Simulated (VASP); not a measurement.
# CaS (Oldhamite) (Fm-3m) in VASP: further runs

The runs below take CaS (Oldhamite) through single point, relaxation of cell and atoms, with PBEsol.

Program: VASP 6.6.1. These are calculated values, not measurements. Logs are shortened: lines on timing, memory, paths and dates and some standing lists are left out, and cuts for length are marked.

## (1) Starting point

Symmetry: Fm-3m, No. 225, cubic system. The conventional cell has a = 5.634 Å, b = 5.634 Å, c = 5.634 Å, α = 90.00°, β = 90.00°, γ = 90.00°. Around Ca (site symmetry m-3m) lie 6 S at 2.82 Å. S (site symmetry m-3m) is surrounded by 6 Ca at 2.82 Å.

## (2) Single point, PBEsol

INCAR reads:

```
PREC = Accurate ; ENCUT = 520
EDIFF = 1E-6 ; ISMEAR = 0
SIGMA = 0.02 ; LREAL = F
LASPH = T ; NELM = 80
ALGO = Fast ; ISIF = 2
LWAVE = F ; LCHARG = F
GGA = PS ; NBANDS = 15
```

KPOINTS reads:

```
regular mesh
0
Gamma
  8 8 8
```

POSCAR reads:

```
CaS
1.0
    0.0000000000      2.8171860735      2.8171860735
    2.8171860735      0.0000000000      2.8171860735
    2.8171860735      2.8171860735      0.0000000000
Ca S
1 1
Direct
    0.0000000000      0.0000000000      0.0000000000
    0.5000000000      0.5000000000      0.5000000000
```

Potentials or basis: VASP PAW PBE potentials, release 64 (Ca_sv, S).

Command:

```bash
cat potpaw_PBE.64/Ca_sv/POTCAR potpaw_PBE.64/S/POTCAR > POTCAR
mpirun -np 1 vasp_std > vasp.out
```

OUTCAR:

```text
PREC = Accurate
   ENCUT = 520
   EDIFF = 1E-6
   ISMEAR = 0
   LREAL = F
   LASPH = T
   NELM = 80
   ISIF = 2
   GGA = PS

 ion  position               nearest neighbor table
   1  0.000  0.000  0.000-   2 2.82   2 2.82   2 2.82   2 2.82   2 2.82   2 2.82
   2  0.500  0.500  0.500-   1 2.82   1 2.82   1 2.82   1 2.82   1 2.82   1 2.82

  LATTYP: Found a face centered cubic cell.
 ALAT       =     5.6343721470

  Lattice vectors:

 A1 = (   0.0000000000,   2.8171860735,   2.8171860735)
 A2 = (   2.8171860735,   0.0000000000,   2.8171860735)
 A3 = (   2.8171860735,   2.8171860735,   0.0000000000)

Analysis of symmetry for initial positions (statically):
=====================================================================
 Subroutine PRICEL returns:
 Original cell was already a primitive cell.

 Routine SETGRP: Setting up the symmetry group for a
 face centered cubic supercell.

 Subroutine GETGRP returns: Found 48 space group operations
 (whereof 48 operations were pure point group operations)
 out of a pool of 48 trial point group operations.

The static configuration has the point symmetry O_h .

Analysis of symmetry for dynamics (positions and initial velocities):
=====================================================================
 Subroutine PRICEL returns:
 Original cell was already a primitive cell.

 Routine SETGRP: Setting up the symmetry group for a
 face centered cubic supercell.

 Subroutine GETGRP returns: Found 48 space group operations
 (whereof 48 operations were pure point group operations)
 out of a pool of 48 trial point group operations.

The dynamic configuration has the point symmetry O_h .

 Subroutine INISYM returns: Found 48 space group operations
 (whereof 48 operations are pure point group operations),
 and found     1 'primitive' translations

----------------------------------------------------------------------------------------

                                     Primitive cell

  volume of cell :      44.7174

  direct lattice vectors                    reciprocal lattice vectors
     0.000000000  2.817186073  2.817186073    -0.177482064  0.177482064  0.177482064
     2.817186073  0.000000000  2.817186073     0.177482064 -0.177482064  0.177482064
     2.817186073  2.817186073  0.000000000     0.177482064  0.177482064 -0.177482064

  length of vectors
     3.984102753  3.984102753  3.984102753     0.307407953  0.307407953  0.307407953

  position of ions in fractional coordinates (direct lattice)
     0.000000000  0.000000000  0.000000000
     0.500000000  0.500000000  0.500000000

  ion indices of the primitive-cell ions
   primitive index   ion index
                 1           1
                 2           2

----------------------------------------------------------------------------------------

 KPOINTS: regular mesh

Automatic generation of k-mesh.
 Grid dimensions read from file:
 generate k-points for:    8    8    8

 Generating k-lattice:

  Cartesian coordinates                     Fractional coordinates (reciprocal lattice)
    -0.022185258  0.022185258  0.022185258     0.125000000  0.000000000  0.000000000
     0.022185258 -0.022185258  0.022185258     0.000000000  0.125000000  0.000000000
     0.022185258  0.022185258 -0.022185258     0.000000000  0.000000000  0.125000000

  Length of vectors
     0.038425994  0.038425994  0.038425994

  Shift w.r.t. Gamma in fractional coordinates (k-lattice)
     0.000000000  0.000000000  0.000000000

 Subroutine IBZKPT returns following result:
 ===========================================

 Found     29 irreducible k-points:

 Following reciprocal coordinates:
            Coordinates               Weight
  0.000000  0.000000  0.000000      1.000000
  0.125000  0.000000  0.000000      8.000000
  0.250000  0.000000  0.000000      8.000000
  0.375000  0.000000  0.000000      8.000000
  0.500000  0.000000  0.000000      4.000000
  0.125000  0.125000  0.000000      6.000000
[... 16 lines left out ...]
  0.500000  0.250000  0.125000     48.000000
 -0.375000  0.250000  0.125000     24.000000
 [... further k-points ...]
   k-points           NKPTS =     29   k-points in BZ     NKDIM =     29   number of bands    NBANDS=     15
   number of dos      NEDOS =    301   number of ions     NIONS =      2
   total plane-waves  NPLWV =  27000
   dimension x,y,z NGX =    30 NGY =   30 NGZ =   30
   dimension x,y,z NGXF=    60 NGYF=   60 NGZF=   60
   ions per type =               1   1
   NGX,Y,Z   is equivalent  to a cutoff of  12.52, 12.52, 12.52 a.u.
   NGXF,Y,Z  is equivalent  to a cutoff of  25.04, 25.04, 25.04 a.u.
 SYSTEM =  unknown system
   PREC   = accura    normal or accurate (medium, high low for compatibility)
   ISTART =      0    job   : 0-new  1-cont  2-samecut
   ICHARG =      2    charge: 1-file 2-atom 10-const
   ISPIN  =      1    spin polarized calculation?
   LNONCOLLINEAR =      F non collinear calculations
   LSORBIT =      F    spin-orbit coupling
   LASPH  =      T    aspherical Exc in radial PAW
   ENCUT  =  520.0 eV  38.22 Ry    6.18 a.u.   7.41  7.41  7.41*2*pi/ulx,y,z
   NELM   =     80;   NELMIN=  2; NELMDL= -5     # of ELM steps
   EDIFF  = 0.1E-05   stopping-criterion for ELM
   LREAL  =      F    real-space projection
   EDIFFG = 0.1E-04   stopping-criterion for IOM
   NSW    =      0    number of steps for IOM
   IBRION =     -1    ionic relax: 0-MD 1-quasi-New 2-CG
   NFREE  =      0    steps in history (QN), initial steepest desc. (CG)
   ISIF   =      2    stress and relaxation
   ISYM   =      2    0-nonsym 1-usesym 2-fastsym
   POTIM  = 0.5000    time-step for ionic-motion
   TEBEG  =    0.0;   TEEND  =   0.0 temperature during run
   PSTRESS=    0.0 pullay stress
   NELECT =      16.0000    total number of electrons
   NUPDOWN=      -1.0000    fix difference up-down
   EMIN   =  10.00;   EMAX   =-10.00  energy-range for DOS
   EFERMI =   0.00;   METHOD = LEGACY
   ISMEAR =     0;   SIGMA  =   0.02  broadening in eV -4-tet -1-fermi 0-gaus
   EFERMI_NEDOS =   21; number of points for ismear=-14 and -15
   IALGO  =     68    algorithm
   IMIX   =      4    mixing-type and parameters
     AMIX     =   0.40;   BMIX     =  1.00
     AMIX_MAG =   1.60;   BMIX_MAG =  1.00
  volume/ion in A,a.u.               =      22.36       150.88
  Fermi-wavevector in a.u.,A,eV,Ry     =   1.162223  2.196282 18.378222  1.350761
  Thomas-Fermi vector in A             =   2.298786
   LORBIT       =      0    0 simple, 1 ext, 2 COOP (PROOUT), +10 PAW based schemes
   GGA     = PS    functional components
   LHFCALC =     F    Hartree Fock is set to
   AEXX    =    0.0000 exact exchange contribution
   IVDW    =     0    specifies the selected vdW correction
   LEPSILON=     F    determine dielectric tensor
   LRPA    =     F    only Hartree local field effects (RPA)
 non-spin polarized calculation
 RMM-DIIS sequential band-by-band and
 Gauss-broadening in eV      SIGMA  =   0.02
  energy-cutoff  :      520.00
  volume of cell :       44.72
 maximum number of plane-waves:      1243
 NGX is ok and might be reduce to    30
   NGX = 15   NGY = 15   NGZ = 15

 number of electron      16.0000000 magnetization

 Free energy of the ion-electron system (eV)
  ---------------------------------------------------
  ext. energy  EPLUGINS =         0.00000000
  ---------------------------------------------------
  free energy    TOTEN  =       -10.91642715 eV

  energy without entropy =      -10.91642715  energy(sigma->0) =      -10.91642715

 E-fermi :   3.0101     XC(G=0):  -9.6462

 val. band max:        2.8821255795   @ k =   0.0000   0.0000   0.0000
 cond. band min:       5.0354110379   @ k =   0.5000   0.5000   0.0000
 fundamental gap:      2.1532854584
 Fermi energy:         3.0100799899

 k-point     1 :       0.0000    0.0000    0.0000
  band No.  band energies     occupation
      1     -36.0074      2.00000
      2     -17.0737      2.00000
      3     -17.0737      2.00000
      4     -17.0737      2.00000
      5      -8.5569      2.00000
      6       2.8821      2.00000
      7       2.8821      2.00000
      8       2.8821      2.00000
      9       6.9566      0.00000
     10       6.9566      0.00000
     11       6.9566      0.00000
     12       7.0520      0.00000
     13       7.6142      0.00000
     14       7.6142      0.00000
     15      13.5912      0.00000

 k-point     2 :       0.1250    0.0000    0.0000
  band No.  band energies     occupation
      1     -36.0053      2.00000
      2     -17.1042      2.00000
      3     -17.0759      2.00000
      4     -17.0759      2.00000
      5      -8.4373      2.00000
      6       2.1789      2.00000
      7       2.6354      2.00000
      8       2.6354      2.00000
      9       6.9590      0.00000
     10       7.1996      0.00000
     11       7.1996      0.00000
     12       7.8449      0.00000
     13       8.0515      0.00000
     14       8.0515      0.00000
     15      13.8433      0.00000

 k-point     3 :       0.2500    0.0000    0.0000
  band No.  band energies     occupation
      1     -36.0003      2.00000
      2     -17.1765      2.00000
      3     -17.0813      2.00000
      4     -17.0813      2.00000
      5      -8.1334      2.00000
      6       0.9497      2.00000
      7       2.1567      2.00000
      8       2.1567      2.00000
      9       7.0786      0.00000
     10       7.8146      0.00000
     11       7.8146      0.00000
     12       9.1324      0.00000
     13       9.1324      0.00000
     14       9.2250      0.00000
     15      13.3612      0.00000
[... 343 lines left out ...]
 k-point    23 :       0.5000    0.2500    0.1250
  band No.  band energies     occupation
      1     -35.9927      2.00000
      2     -17.2224      2.00000
      3     -17.1288      2.00000
      4     -17.0990      2.00000
      5      -7.7870      2.00000
      6       0.2370      2.00000
      7       1.4859      2.00000
      8       1.7282      2.00000
      9       7.1136      0.00000
     10       8.7831      0.00000
     11       9.0797      0.00000
     12       9.2276      0.00000
     13       9.8554      0.00000
     14      11.4546      0.00000
     15      11.8064      0.00000

 k-point    24 :      -0.3750    0.2500    0.1250
  band No.  band energies     occupation
      1     -35.9910      2.00000
      2     -17.2374      2.00000
      3     -17.1326      2.00000
      4     -17.1046      2.00000
      5      -7.6997      2.00000
      6       0.0976      2.00000
      7       1.2880      2.00000
      8       1.6341      2.00000
      9       7.8153      0.00000
     10       8.1653      0.00000
     11       9.4031      0.00000
     12       9.7381      0.00000
     13      10.0238      0.00000
     14      10.9694      0.00000
     15      12.3699      0.00000

 [... further k-points ...]

------------------------ aborting loop because EDIFF is reached ----------------------------------------

  FORCE on cell =-STRESS in cart. coord.  units (eV):
  Direction    XX          YY          ZZ          XY          YZ          ZX
  --------------------------------------------------------------------------------------
  -------------------------------------------------------------------------------------
  Total        0.0402150      0.0402150      0.0402150      0.0000000      0.0000000      0.0000000
  in kB        1.4408598      1.4408598      1.4408598      0.0000000      0.0000000      0.0000000
  external PRESSURE =       1.4408598 kB  Pullay stress =       0.0000000 kB

 VOLUME and BASIS-vectors are now :
 -----------------------------------------------------------------------------
  energy-cutoff  :      520.00
  volume of cell :       44.72
      direct lattice vectors                 reciprocal lattice vectors
     0.000000000  2.817186073  2.817186073    -0.177482064  0.177482064  0.177482064
     2.817186073  0.000000000  2.817186073     0.177482064 -0.177482064  0.177482064
     2.817186073  2.817186073  0.000000000     0.177482064  0.177482064 -0.177482064

 POSITION                                       TOTAL-FORCE (eV/Angst)
 -----------------------------------------------------------------------------------
      0.00000      0.00000      0.00000         0.000000     -0.000000     -0.000000
      2.81719      2.81719      2.81719        -0.000000      0.000000      0.000000
 -----------------------------------------------------------------------------------
    total drift:                               -0.000000      0.000000      0.000000

  FREE ENERGIE OF THE ION-ELECTRON SYSTEM (eV)
  ---------------------------------------------------
  free  energy   TOTEN  =       -10.9164271513 eV

  energy  without entropy=      -10.9164271513  energy(sigma->0) =      -10.91642715
```

It took 16 s on 1 thread of Intel Xeon 6975P-C (Granite Rapids), shared host; peak memory 0.17 GiB.

Results:

```yaml
Free_energy: -10.9164 eV
Pressure: 0.1 GPa
Band_gap_on_the_k_mesh: 2.15 eV, indirect (least direct gap 3.00 eV)
```

Levels at points of the mesh, in eV from the valence-band top:
| k point | band 5 | band 6 | band 7 | band 8 | band 9 | band 10 | band 11 | band 12 |
| --- | --- | --- | --- | --- | --- | --- | --- | --- |
| (0.00, 0.00, 0.00) | -11.44 | 0.00 | 0.00 | 0.00 | 4.07 | 4.07 | 4.07 | 4.17 |
| (0.50, 0.00, 0.00) | -10.53 | -3.28 | -1.25 | -1.25 | 5.12 | 6.12 | 6.26 | 6.26 |
| (0.50, 0.50, 0.00) | -10.76 | -2.39 | -0.84 | -0.84 | 2.15 | 5.64 | 6.05 | 6.90 |

Caveat: the PAW data sets were made with another functional, which shifts forces and pressure a little. A k mesh can miss the band edges.

[end of part 1 of 2]
